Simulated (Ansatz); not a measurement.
Ge: do energies and stresses tell the same story?

Computed with DFT r2SCAN, scalar-relativistic, plane waves, PAW in Ansatz.

Cutoff 500 eV; k points 16×16×16 on the computed 2-atom cell (Γ-centred); Gaussian smearing, width 0.10 eV; no spin polarisation.

Relaxed cell: I4_1/amd, a = 5.147 Å, b = 5.147 Å, c = 2.818 Å, α = 90.00°, β = 90.00°, γ = 90.00°, 2 atoms in the primitive cell. This form isn't the element's structure at ambient conditions.

Energies at zero smearing and pressures from the stress tensor, at volumes with shape and atoms relaxed:
```
V (Å³/atom) E − E(first) (meV/atom) P (GPa)
     17.544                     0.00     5.53
     18.104                   -13.99     2.55
     18.664                   -18.33     0.01
     19.224                   -14.45    -2.14
     19.784                    -3.69    -3.94
```

Problem. Check P = −dE/dV between neighbouring volumes, and get the bulk modulus from the pressures alone.

Solution. With 1 eV/Å³ = 160.2 GPa:
```csv
middle V (Å³/atom),−ΔE/ΔV (GPa),mean P (GPa)
17.824,4.003,4.041
18.384,1.241,1.276
18.944,-1.109,-1.068
19.504,-3.081,-3.041
```

The two differ by 0.04 GPa at most. The mean of two end pressures misses the average over a step by about ΔV² P″/12, up to 0.04 GPa here; with that taken off 0.01 GPa remains. Around V = 18.664 Å³/atom, the two neighbours give B = −V ΔP/ΔV = 18.664 × 4.69 / 1.120 = 78.1 GPa, against B0 = 77.8 GPa from the Birch–Murnaghan fit of the energies.